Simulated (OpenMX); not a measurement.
KBr under changes of volume

One of the cells (35.937 Å³/atom); the others are scaled copies at fixed shape and fractional positions:

```
Br K
1.0
     0.00000    3.30000    3.30000
     3.30000    0.00000    3.30000
     3.30000    3.30000    0.00000
Br K
1 1
Direct
  0.50000 0.50000 0.50000
  0.00000 0.00000 0.00000
```

* Program: OpenMX 3.8.5
* Functional: PBE
* Potentials or basis: OpenMX 2013 PBE set, Br7.0-s3p2d1, K10.0-s3p2, fixed grid of 40 × 40 × 40 points
* k mesh: 7 × 7 × 7
* Occupations: fermi-dirac, width 0.05 eV
* Spin: no spin polarisation

| volume (Å³/atom) | energy over the lowest point (meV/atom) | gap on the mesh (eV) |
| --- | --- | --- |
| 33.781 | 51.94 | 4.39 |
| 34.500 | 38.23 | 4.33 |
| 35.218 | 26.74 | 4.27 |
| 35.937 | ? | ? |
| 36.656 | 9.98 | 4.16 |
| 37.374 | 4.23 | 4.11 |
| 38.093 | 0.00 | 4.06 |

**Question.** What does the run at 35.937 Å³/atom give?

**Answer.** Energy over the lowest point 17.46 meV/atom; gap on the mesh 4.21 eV.

Worked out: A Birch-Murnaghan fit of order 3 (a polynomial in V^(-2/3)) to the other rows has no minimum within the range. It gives 17.43 meV/atom at 35.937 Å³/atom, against the run's 17.46. A straight line through the other rows of the gap, of slope -2.75 eV per unit of ln V (its deformation potential), gives 4.22 eV, against the run's 4.21.

Energies are extrapolated to zero smearing.

Caveats: the basis of atomic orbitals isn't converged, which shifts pressures, moduli and gaps; an odd mesh through Γ misses points on the zone boundary, where band edges often lie (some runs).

Spin-orbit coupling on Br is left out.
